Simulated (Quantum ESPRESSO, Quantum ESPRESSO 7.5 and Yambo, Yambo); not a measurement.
## As (buckled honeycomb monolayer): G0W0 with Yambo, start to end

Wanted: ground state, empty states, screening and self-energy for As (buckled honeycomb monolayer).

Method: PBE and many-body steps on it, plane waves, in Quantum ESPRESSO 7.5 and Yambo 5.3.0.

### Step 1. The structure

The cell holds 2 atoms: 2 As. Cell: a = 3.611 Å, b = 3.611 Å, c = 14.000 Å, α = 90.0°, β = 90.0°, γ = 120.0°. Vacuum lies along c.

The structure was relaxed with PBE. The runs that relaxed it are not among those shown.

### Step 2. Ground state

This step: Quantum ESPRESSO 7.5; DFT, PBE, plane waves, norm-conserving pseudopotentials.

The ground-state density comes first.

File pw.in:

```
&control
  calculation = 'scf'
  prefix = 'x'
  outdir = 'o'
  pseudo_dir = 'pseudo'
/
&system
  ibrav = 0
  nat = 2
  ntyp = 1
  ecutwfc = 76.0
  nbnd = 20
  force_symmorphic = .true.
/
&electrons
  conv_thr = 1e-10
  electron_maxstep = 80
  mixing_beta = 0.5
/
ATOMIC_SPECIES
  As 74.922 As.upf
CELL_PARAMETERS angstrom
  3.6113928119 0.0000000000 0.0000000000
  -1.8056964060 3.1275579181 0.0000000000
  0.0000000000 0.0000000000 14.0000000000
ATOMIC_POSITIONS crystal
  As 0.3333333333 0.6666666667 0.4503491445
  As 0.6666666667 0.3333333333 0.5496508555
K_POINTS automatic
  12 12 1 0 0 0
```

Launch:

```console
> OMP_NUM_THREADS=1 mpirun -n 4 pw.x -nk 4 -in pw.in > pw.out
```

Output:

```text
Program PWSCF v.7.5 starts

     This program is part of the open-source Quantum ESPRESSO suite
     for quantum simulation of materials; please cite
         "P. Giannozzi et al., J. Phys.:Condens. Matter 21 395502 (2009);
         "P. Giannozzi et al., J. Phys.:Condens. Matter 29 465901 (2017);
         "P. Giannozzi et al., J. Chem. Phys. 152 154105 (2020);
     in publications or presentations arising from this work. More details at
     Message from routine setup:
     using ibrav=0 with symmetry is DISCOURAGED, use correct ibrav instead

     G-vector sticks info

     bravais-lattice index     =            0
     lattice parameter (alat)  =       6.8245  a.u.
     unit-cell volume          =    1067.0990 (a.u.)^3
     number of atoms/cell      =            2
     number of atomic types    =            1
     number of electrons       =        30.00
     number of Kohn-Sham states=           20
     kinetic-energy cutoff     =      76.0000  Ry
     charge density cutoff     =     304.0000  Ry
     scf convergence threshold =      1.0E-10
     mixing beta               =       0.5000
     number of iterations used =            8  plain     mixing
     Exchange-correlation= PBE
                           (   1   4   3   4   0   0   0)

     celldm(1)=   6.824543  celldm(2)=   0.000000  celldm(3)=   0.000000
     celldm(4)=   0.000000  celldm(5)=   0.000000  celldm(6)=   0.000000

     crystal axes: (cart. coord. in units of alat)
               a(1) = (   1.000000   0.000000   0.000000 )
               a(2) = (  -0.500000   0.866025   0.000000 )
               a(3) = (   0.000000   0.000000   3.876621 )

     reciprocal axes: (cart. coord. in units 2 pi/alat)
               b(1) = (  1.000000  0.577350 -0.000000 )
               b(2) = (  0.000000  1.154701  0.000000 )
               b(3) = (  0.000000 -0.000000  0.257957 )
     Pseudo is Norm-conserving + core correction, Zval = 15.0
     Generated using ONCVPSP code by D. R. Hamann
     Using radial grid of 1358 points,  6 beta functions with:
     As               15.00    74.92200     As( 1.00)

     12 Sym. Ops., with inversion, found

   Cartesian axes

     site n.     atom                  positions (alat units)
         1        As     tau(   1) = (  -0.0000000   0.5773503   1.7458328  )
         2        As     tau(   2) = (   0.5000000   0.2886751   2.1307879  )

     number of k points=    19
                       cart. coord. in units 2pi/alat
        k(    1) = (   0.0000000   0.0000000   0.0000000), wk =   0.0138889
        k(    2) = (   0.0000000   0.0962250   0.0000000), wk =   0.0833333
        k(    3) = (   0.0000000   0.1924501   0.0000000), wk =   0.0833333
        k(    4) = (   0.0000000   0.2886751   0.0000000), wk =   0.0833333
        k(    5) = (   0.0000000   0.3849002   0.0000000), wk =   0.0833333
        k(    6) = (   0.0000000   0.4811252   0.0000000), wk =   0.0833333
        k(    7) = (   0.0000000  -0.5773503   0.0000000), wk =   0.0416667
        k(    8) = (   0.0833333   0.1443376   0.0000000), wk =   0.0833333
        k(    9) = (   0.0833333   0.2405626   0.0000000), wk =   0.1666667
        k(   10) = (   0.0833333   0.3367877   0.0000000), wk =   0.1666667
     [... 7 further rows ...]
        k(   18) = (   0.2500000   0.5292377   0.0000000), wk =   0.1666667
        k(   19) = (   0.3333333   0.5773503   0.0000000), wk =   0.0277778

     Dense  grid:    95457 G-vectors     FFT dimensions: (  40,  40, 150)

     Initial potential from superposition of free atoms

     starting charge      29.9995, renormalised to      30.0000
     Starting wfcs are   18 randomized atomic wfcs +    2 random wfcs

     per-process dynamical memory:    71.4 Mb

     Self-consistent Calculation

     iteration #  1     ecut=    76.00 Ry     beta= 0.50

     Threshold (ethr) on eigenvalues was too large:
     Diagonalizing with lowered threshold

     total energy              =    -424.26400110 Ry
     estimated scf accuracy    <       0.02193761 Ry

     iteration #  2     ecut=    76.00 Ry     beta= 0.50

     total energy              =    -424.26433257 Ry
     estimated scf accuracy    <       0.00360420 Ry

     iteration #  3     ecut=    76.00 Ry     beta= 0.50

     total energy              =    -424.26456639 Ry
     estimated scf accuracy    <       0.00009676 Ry

     iteration #  4     ecut=    76.00 Ry     beta= 0.50

     total energy              =    -424.26458038 Ry
     estimated scf accuracy    <       0.00000659 Ry

     iteration #  5     ecut=    76.00 Ry     beta= 0.50

     total energy              =    -424.26458101 Ry
     estimated scf accuracy    <       0.00000032 Ry

     iteration #  6     ecut=    76.00 Ry     beta= 0.50

     total energy              =    -424.26458110 Ry
     estimated scf accuracy    <       0.00000002 Ry

     iteration #  7     ecut=    76.00 Ry     beta= 0.50

     total energy              =    -424.26458111 Ry
     estimated scf accuracy    <          3.4E-09 Ry

     iteration #  8     ecut=    76.00 Ry     beta= 0.50

     total energy              =    -424.26458111 Ry
     estimated scf accuracy    <          1.2E-09 Ry

     iteration #  9     ecut=    76.00 Ry     beta= 0.50

     End of self-consistent calculation

          k = 0.0000 0.0000 0.0000 ( 12049 PWs)   bands (ev):

   -36.3873 -36.3873 -36.3561 -36.3561 -36.2863 -36.2765 -36.2765 -36.2273
   -36.2183 -36.2183 -14.6245  -8.3377  -1.7059  -1.1908  -1.1908   0.7449
     2.3021   2.3021   3.8047   3.8602

          k = 0.0000 0.0962 0.0000 ( 11989 PWs)   bands (ev):

   -36.3873 -36.3856 -36.3552 -36.3541 -36.2872 -36.2775 -36.2751 -36.2286
   -36.2198 -36.2182 -14.5328  -8.3273  -2.0745  -1.6627  -1.3946   1.3674
     2.1899   2.5099   3.9152   3.9939

          k = 0.0000 0.1925 0.0000 ( 11975 PWs)   bands (ev):

   -36.3873 -36.3810 -36.3528 -36.3493 -36.2892 -36.2808 -36.2718 -36.2331
   -36.2236 -36.2185 -14.2603  -8.3435  -3.3765  -1.8475  -1.5718   1.0689
     2.8740   2.9194   4.2002   4.3711

          k = 0.0000 0.2887 0.0000 ( 11950 PWs)   bands (ev):

     [... further k-points ...]

     highest occupied, lowest unoccupied level (ev):    -1.1908    0.4471

!    total energy              =    -424.26458111 Ry
     estimated scf accuracy    <          5.6E-11 Ry

     The total energy is the sum of the following terms:
     one-electron contribution =    -992.13726321 Ry
     hartree contribution      =     499.05622601 Ry
     xc contribution           =     -94.93549028 Ry
     ewald contribution        =     163.75194636 Ry

     convergence has been achieved in   9 iterations

     XML data file, charge density, pseudopotentials, collected wavefunctions

=------------------------------------------------------------------------------=
   JOB DONE.
=------------------------------------------------------------------------------=
```

The job ended after 21 s (4 MPI ranks of Arm Neoverse V1, shared host; peak memory 0.5 GiB; 83 s of CPU time).

Numbers from this step:

- total energy: -5772.4137 eV
- gap: 1.638 eV
- k of the valence top: 0, 0, 0
- k of the conduction bottom: 0, 0.3333, 0
- least direct gap: 1.936 eV

The gap is indirect, with the least direct gap 0.30 eV higher.

### Step 3. Bands along the symmetry lines

Levels along a band path, at the cheap level, show where the edges lie and whether the meshes to come will hold them.

File pw.in:

```
&control
  calculation = 'bands'
  prefix = 'x'
  outdir = 'o'
  pseudo_dir = 'pseudo'
/
&system
  ibrav = 0
  nat = 2
  ntyp = 1
  ecutwfc = 76.0
  nbnd = 21
  force_symmorphic = .true.
/
&electrons
  conv_thr = 1e-9
  electron_maxstep = 80
  diago_full_acc = .true.
  diago_thr_init = 5e-6
/
ATOMIC_SPECIES
  As 74.922 As.upf
CELL_PARAMETERS angstrom
  3.6113928119 0.0000000000 0.0000000000
  -1.8056964060 3.1275579181 0.0000000000
  0.0000000000 0.0000000000 14.0000000000
ATOMIC_POSITIONS crystal
  As 0.3333333333 0.6666666667 0.4503491445
  As 0.6666666667 0.3333333333 0.5496508555
K_POINTS crystal
  25
  0.00000000 0.00000000 0.00000000 1
  0.06250000 0.00000000 0.00000000 1
  0.12500000 0.00000000 0.00000000 1
  0.18750000 0.00000000 0.00000000 1
  0.25000000 0.00000000 0.00000000 1
  0.31250000 0.00000000 0.00000000 1
  0.37500000 0.00000000 0.00000000 1
  0.43750000 0.00000000 0.00000000 1
  0.50000000 0.00000000 0.00000000 1
  0.47916667 0.04166667 0.00000000 1
  0.45833333 0.08333333 0.00000000 1
  0.43750000 0.12500000 0.00000000 1
  0.41666666 0.16666666 0.00000000 1
  0.39583333 0.20833333 0.00000000 1
  0.37500000 0.25000000 0.00000000 1
  0.35416666 0.29166666 0.00000000 1
  0.33333333 0.33333333 0.00000000 1
  0.29166666 0.29166666 0.00000000 1
  0.25000000 0.25000000 0.00000000 1
  0.20833333 0.20833333 0.00000000 1
  0.16666666 0.16666666 0.00000000 1
  0.12500000 0.12500000 0.00000000 1
  0.08333333 0.08333333 0.00000000 1
  0.04166667 0.04166667 0.00000000 1
  0.00000000 0.00000000 0.00000000 1
```

Output:

```text
[banner, memory and clock lines left out]
Program PWSCF v.7.5 starts

     Atomic positions and unit cell read from directory:
     o/x.save/

     Message from routine setup:
     using ibrav=0 with symmetry is DISCOURAGED, use correct ibrav instead

     G-vector sticks info

     bravais-lattice index     =            0
     lattice parameter (alat)  =       6.8245  a.u.
     unit-cell volume          =    1067.0990 (a.u.)^3
     number of atoms/cell      =            2
     number of atomic types    =            1
     number of electrons       =        30.00
     number of Kohn-Sham states=           21
     kinetic-energy cutoff     =      76.0000  Ry
     charge density cutoff     =     304.0000  Ry
     Exchange-correlation= PBE
                           (   1   4   3   4   0   0   0)

     celldm(1)=   6.824543  celldm(2)=   0.000000  celldm(3)=   0.000000
     celldm(4)=   0.000000  celldm(5)=   0.000000  celldm(6)=   0.000000

     crystal axes: (cart. coord. in units of alat)
               a(1) = (   1.000000   0.000000   0.000000 )
               a(2) = (  -0.500000   0.866025   0.000000 )
               a(3) = (   0.000000   0.000000   3.876621 )

     reciprocal axes: (cart. coord. in units 2 pi/alat)
               b(1) = (  1.000000  0.577350 -0.000000 )
               b(2) = (  0.000000  1.154701  0.000000 )
               b(3) = (  0.000000 -0.000000  0.257957 )
     Pseudo is Norm-conserving + core correction, Zval = 15.0
     Generated using ONCVPSP code by D. R. Hamann
     Using radial grid of 1358 points,  6 beta functions with:
     As               15.00    74.92200     As( 1.00)

     12 Sym. Ops., with inversion, found

   Cartesian axes

     site n.     atom                  positions (alat units)
         1        As     tau(   1) = (  -0.0000000   0.5773503   1.7458328  )
         2        As     tau(   2) = (   0.5000000   0.2886751   2.1307879  )

     number of k points=    25
                       cart. coord. in units 2pi/alat
        k(    1) = (   0.0000000   0.0000000   0.0000000), wk =   0.0800000
        k(    2) = (   0.0625000   0.0360844   0.0000000), wk =   0.0800000
        k(    3) = (   0.1250000   0.0721688   0.0000000), wk =   0.0800000
[...]
[... 13 further rows ...]
        k(   24) = (   0.0416667   0.0721688   0.0000000), wk =   0.0800000
        k(   25) = (   0.0000000   0.0000000   0.0000000), wk =   0.0800000

     Dense  grid:    95457 G-vectors     FFT dimensions: (  40,  40, 150)

     The potential is recalculated from file :
     o/x.save/charge-density

     Starting wfcs are   18 randomized atomic wfcs +    3 random wfcs

     Band Structure Calculation

     End of band structure calculation

          k = 0.0000 0.0000 0.0000 ( 12049 PWs)   bands (ev):

   -36.3872 -36.3872 -36.3560 -36.3560 -36.2863 -36.2764 -36.2764 -36.2272
   -36.2183 -36.2183 -14.6245  -8.3377  -1.7059  -1.1908  -1.1908   0.7449
     2.3021   2.3021   3.8047   3.8602   5.7462

          k = 0.0625 0.0361 0.0000 ( 11985 PWs)   bands (ev):

   -36.3872 -36.3862 -36.3554 -36.3548 -36.2867 -36.2770 -36.2756 -36.2279
[...]
2.1950   2.4249   3.8684   3.9350   5.8020

          k = 0.1250 0.0722 0.0000 ( 11987 PWs)   bands (ev):

[...]
2.4732   2.7124   4.0401   4.1608   5.9159

[...]
k = 0.0417 0.0722 0.0000 ( 11985 PWs)   bands (ev):

[...]
2.1287   2.4940   3.8892   3.9599   5.8178

          k = 0.0000 0.0000 0.0000 ( 12049 PWs)   bands (ev):

   -36.3872 -36.3872 -36.3560 -36.3560 -36.2863 -36.2764 -36.2764 -36.2272
   -36.2183 -36.2183 -14.6245  -8.3377  -1.7059  -1.1908  -1.1908   0.7449
     2.3021   2.3021   3.8047   3.8602   5.7463

     XML data file, pseudopotentials, collected wavefunctions
```

Elapsed: 9.8 s, on 4 MPI ranks; peak memory 0.38 GiB; 39 s of CPU time.

Numbers from this step:

```
gap                        : 1.622 eV
k of the valence top       : 0, 0, 0
k of the conduction bottom : 0.3125, 0, 0
least direct gap           : 1.936 eV
```

The gap is 1.622 eV, −0.015 eV from the run before at this level.

Electronic bands along the path, in eV, zero at the top of the highest filled band:

```csv
point,band 12,band 13,band 14,band 15,band 16,band 17,band 18,band 19
Γ,-7.15,-0.52,0.00,0.00,1.94,3.49,3.49,5.00
halfway,-7.35,-3.17,-1.14,-0.40,1.74,4.31,4.41,5.81
M,-9.09,-3.37,-1.86,-1.54,1.99,3.17,4.51,6.32
halfway,-9.22,-3.72,-2.42,-1.54,2.69,3.65,4.19,6.85
K,-9.92,-4.32,-1.96,-1.96,2.04,4.57,4.57,8.11
halfway,-7.52,-3.17,-2.23,-0.38,2.79,3.48,4.71,6.16
Γ,-7.15,-0.52,0.00,0.00,1.94,3.49,3.49,5.00
```

The electronic bands as a text plot (rows in eV, shown from -8.0 to 5.1 only):

```
    4.8 |+             +++++++         +++++++++++++++++++      +
    4.2 |      ++++++++       +++++++++++  +++            +++
    3.7 |++++++        +++         +          +++   +++      ++++
    3.1 | +++             +++++++++              +++   +++++++++
    2.6 | +++++                 +  +++        +++   ++++++   +++
    2.1 |+     +++        ++++++      ++++++++                  +
    1.5 |         ++++++++
    1.0 |
    0.4 |
   -0.1 |****  ***                                  ******   ****
   -0.7 |**************                          ***      *******
   -1.2 |         **********                  ***      ***
   -1.7 |    **        ***********************            ***
   -2.3 |      ***              *********  ***      ***
   -2.8 |                                     ******   ***
   -3.4 |         *****************              ******
   -3.9 |                          ****    ******
   -4.5 |                              ****
   -5.0 |
   -5.6 |
   -6.1 |
   -6.6 |
   -7.2 |************                                  **********
   -7.7 |            **                             ***
         Γ                   M           K                      Γ
```

### Step 4. Empty states on the mesh, 6×6×1 mesh, 225 bands

The sums over transitions need many empty states on a uniform mesh; this step solves for them.

File pw.in:

```
&control
  calculation = 'nscf'
  prefix = 'x'
  outdir = 'o'
  pseudo_dir = 'pseudo'
/
&system
  ibrav = 0
  nat = 2
  ntyp = 1
  ecutwfc = 76.0
  nbnd = 225
  force_symmorphic = .true.
/
&electrons
  conv_thr = 1e-9
  electron_maxstep = 80
  diago_full_acc = .true.
  diago_thr_init = 5e-6
/
ATOMIC_SPECIES
  As 74.922 As.upf
CELL_PARAMETERS angstrom
  3.6113928119 0.0000000000 0.0000000000
  -1.8056964060 3.1275579181 0.0000000000
  0.0000000000 0.0000000000 14.0000000000
ATOMIC_POSITIONS crystal
  As 0.3333333333 0.6666666667 0.4503491445
  As 0.6666666667 0.3333333333 0.5496508555
K_POINTS automatic
  6 6 1 0 0 0
```

Output:

```text
[banner, memory and clock lines left out]
Program PWSCF v.7.5 starts

     Atomic positions and unit cell read from directory:
     o/x.save/

     Message from routine setup:
     using ibrav=0 with symmetry is DISCOURAGED, use correct ibrav instead

     G-vector sticks info

     bravais-lattice index     =            0
     lattice parameter (alat)  =       6.8245  a.u.
     unit-cell volume          =    1067.0990 (a.u.)^3
     number of atoms/cell      =            2
     number of atomic types    =            1
     number of electrons       =        30.00
     number of Kohn-Sham states=          225
     kinetic-energy cutoff     =      76.0000  Ry
     charge density cutoff     =     304.0000  Ry
     Exchange-correlation= PBE
                           (   1   4   3   4   0   0   0)

     celldm(1)=   6.824543  celldm(2)=   0.000000  celldm(3)=   0.000000
     celldm(4)=   0.000000  celldm(5)=   0.000000  celldm(6)=   0.000000

     crystal axes: (cart. coord. in units of alat)
               a(1) = (   1.000000   0.000000   0.000000 )
               a(2) = (  -0.500000   0.866025   0.000000 )
               a(3) = (   0.000000   0.000000   3.876621 )

     reciprocal axes: (cart. coord. in units 2 pi/alat)
               b(1) = (  1.000000  0.577350 -0.000000 )
               b(2) = (  0.000000  1.154701  0.000000 )
               b(3) = (  0.000000 -0.000000  0.257957 )
     Pseudo is Norm-conserving + core correction, Zval = 15.0
     Generated using ONCVPSP code by D. R. Hamann
     Using radial grid of 1358 points,  6 beta functions with:
     As               15.00    74.92200     As( 1.00)

     12 Sym. Ops., with inversion, found

   Cartesian axes

     site n.     atom                  positions (alat units)
         1        As     tau(   1) = (  -0.0000000   0.5773503   1.7458328  )
         2        As     tau(   2) = (   0.5000000   0.2886751   2.1307879  )

     number of k points=     7
                       cart. coord. in units 2pi/alat
        k(    1) = (   0.0000000   0.0000000   0.0000000), wk =   0.0555556
        k(    2) = (   0.0000000   0.1924501   0.0000000), wk =   0.3333333
        k(    3) = (   0.0000000   0.3849002   0.0000000), wk =   0.3333333
        k(    4) = (   0.0000000  -0.5773503   0.0000000), wk =   0.1666667
        k(    5) = (   0.1666667   0.2886751   0.0000000), wk =   0.3333333
        k(    6) = (   0.1666667   0.4811252   0.0000000), wk =   0.6666667
        k(    7) = (   0.3333333   0.5773503   0.0000000), wk =   0.1111111

     Dense  grid:    95457 G-vectors     FFT dimensions: (  40,  40, 150)

     The potential is recalculated from file :
     o/x.save/charge-density

     Starting wfcs are   18 randomized atomic wfcs +  207 random wfcs

     Band Structure Calculation

     End of band structure calculation

          k = 0.0000 0.0000 0.0000 ( 12049 PWs)   bands (ev):

   -36.3872 -36.3872 -36.3560 -36.3560 -36.2863 -36.2764 -36.2764 -36.2272
   -36.2183 -36.2183 -14.6245  -8.3377  -1.7059  -1.1908  -1.1908   0.7449
     2.3021   2.3021   3.8047   3.8602   5.7462   7.0097   8.0039   8.9776
[...]
[... 17 further rows ...]
[...]
65.8006

          k = 0.0000 0.1925 0.0000 ( 11975 PWs)   bands (ev):

[...]
[... 17 further rows ...]
[...]
67.8166

          k = 0.0000 0.3849 0.0000 ( 11944 PWs)   bands (ev):

[...]
29.6949  29.9048  29.9395  30.4629  30.6375  31.1528  31.4642  31.5106
     [... 17 further rows ...]
    67.9047  68.0835  68.2906  68.5945  68.7537  68.9222  68.9665  69.2437
    69.3829

          k = 0.0000-0.5774 0.0000 ( 11918 PWs)   bands (ev):

     [... further k-points ...]

     highest occupied, lowest unoccupied level (ev):    -1.1908    0.4471

     XML data file, pseudopotentials, collected wavefunctions
```

The job ended after 59 s (4 MPI ranks; peak memory 1.1 GiB).

This step gave:

- gap: 1.638 eV
- k of the valence top: 0, 0, 0
- k of the conduction bottom: 0, 0.3333, 0
- least direct gap: 1.936 eV
- k points computed: 7
- lowest point of the top converged band, above the valence top: 66.9914 eV

On this mesh the gap is 1.638 eV.

[end of part 1 of 2]

[Paths, hosts, dates, memory and timing lines, banners, echoed tables and standing remarks are left out of the program output.]

[Logs are printed without paths, hosts, clocks, repeated set-up lines and the standing remarks that a program may print on its own settings, such as how far it seeks lower states.]

[Runs of the session that timed out or met a known fault of the program may be left out.]

[Hosts, paths, dates, database ids (printed as entryN), source tags and the programs' standing remarks are cut or masked in the printed files.]
